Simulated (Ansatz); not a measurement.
We consider zinc-blende AlSb, described by r²SCAN (PAW; Ansatz, a quantum-chemistry and plane-wave program).

Computed at the level's own relaxed cell.

The run gives ω_TO = 314 cm⁻¹, ω_LO = 334 cm⁻¹ and ε∞ = 10.2.

Question: What static dielectric constant follows from the Lyddane–Sachs–Teller relation?

Answer: ε0 = ε∞ (ω_LO/ω_TO)² = 10.2 × (334/314)² = 11.5. The run reports 11.5, which rests on the same charges and ε∞, so the match is no test.

Numerical settings: plane-wave cutoff 600 eV, 12×12×12 k mesh, finite displacements, scalar-relativistic PAW data made under PBE.

Measured, for comparison: static dielectric constant 11.2 (300 K, not corrected to a static lattice; as tabulated in Rakita et al. (2019), arXiv:1907.03971); high-frequency dielectric constant 10.2 (300 K, not corrected to a static lattice, our sources range from 9.90 to 10.9; as tabulated in Skelton et al. (2020), arXiv:2005.00277); zone-centre TO phonon frequency 323 cm⁻¹, zone-centre LO phonon frequency 344 cm⁻¹ (temperature not stated, not corrected to a static lattice; as tabulated in Giannozzi et al., Phys. Rev. B (1991)). Computed (rounded) less measured: static dielectric constant +3 %, high-frequency dielectric constant 0.0 % (inside the range of the sources held), zone-centre TO phonon frequency -3 %, zone-centre LO phonon frequency -3 %.
